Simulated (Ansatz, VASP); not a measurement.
**One calculation of Rh, two programs**

```
Rh
1.0
     0.00000    1.90155    1.90155
     1.90155    0.00000    1.90155
     1.90155    1.90155    0.00000
Rh
1
Direct
  0.00000 0.00000 0.00000
```

Alike in both runs: task single point; functional r2SCAN; k mesh 8 × 8 × 8; occupations gaussian, width 0.15 eV; no spin polarisation.

|  | VASP | Ansatz |
| --- | --- | --- |
| version | VASP 6.6.1 | Ansatz 0.2.0 |
| potentials or method | VASP PAW PBE potentials, release 64 (Rh_pv) | scalar-relativistic, plane waves, PAW |
| plane-wave cutoff (eV) | 520 | 500 |
| valence electrons in the cell | 15 | 17 |

```tsv
	VASP	Ansatz	Ansatz less VASP
gap on the k mesh at the Fermi level (eV)	none	none	-
pressure (GPa)	1.4	0.2	-1.21
```

A gap of «none» marks a metal or a gap that the smearing closes. The two sets of potentials don't hold the same shells in valence.

Caveats: the PAW data sets were made with another functional, which shifts forces and pressure a little (VASP).
